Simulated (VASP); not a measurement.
InAs:

```
CELL_PARAMETERS angstrom
0.00000 3.01800 3.01800
3.01800 0.00000 3.01800
3.01800 3.01800 0.00000
ATOMIC_POSITIONS crystal
In 0.00000 0.00000 0.00000
As 0.75000 0.75000 0.75000
```

| Item | Value |
| --- | --- |
| Program | VASP 6.6.1 |
| Task | relaxation of cell and atoms |
| Functional | HSE03 |
| Potentials or basis | VASP PAW PBE potentials, release 64 (In_d, As) |
| Cutoff | 600 eV |
| k mesh | 4 × 4 × 4 |
| Occupations | fermi-dirac, width 0.05 eV |
| Spin | no spin polarisation |

At the start: pressure 2.5 GPa; volume 27.49 Å³/atom.

Problem. How do energy, volume and symmetry change on relaxing?

Solution. Over 4 steps the energy falls by 9.0 meV/atom and the volume is 28.66 Å³/atom (+4.3 %); space group F-43m (No. 216, to 0.05 Å).

Step by step:
```csv
step,energy change (eV),largest force (eV/Å),pressure (GPa),volume (Å³)
1,0.0000,0.0000,2.52,54.98
2,-0.0147,0.0000,-0.89,58.50
3,-0.0181,0.0000,-0.07,57.38
4,-0.0181,0.0000,0.00,57.32
```

Final structure:
```xyz
2
Lattice="0.0000 3.0602 3.0602 3.0602 0.0000 3.0602 3.0602 3.0602 0.0000" Properties=species:S:1:pos:R:3 pbc="T T T"
In    0.0000    0.0000    0.0000
As    4.5903    4.5903    4.5903
```

Caveat: the k mesh is coarse (spacing up to 0.45 Å⁻¹), so the values aren't converged, least of all with exact exchange; the PAW data sets were made with another functional, which shifts forces and pressure a little.
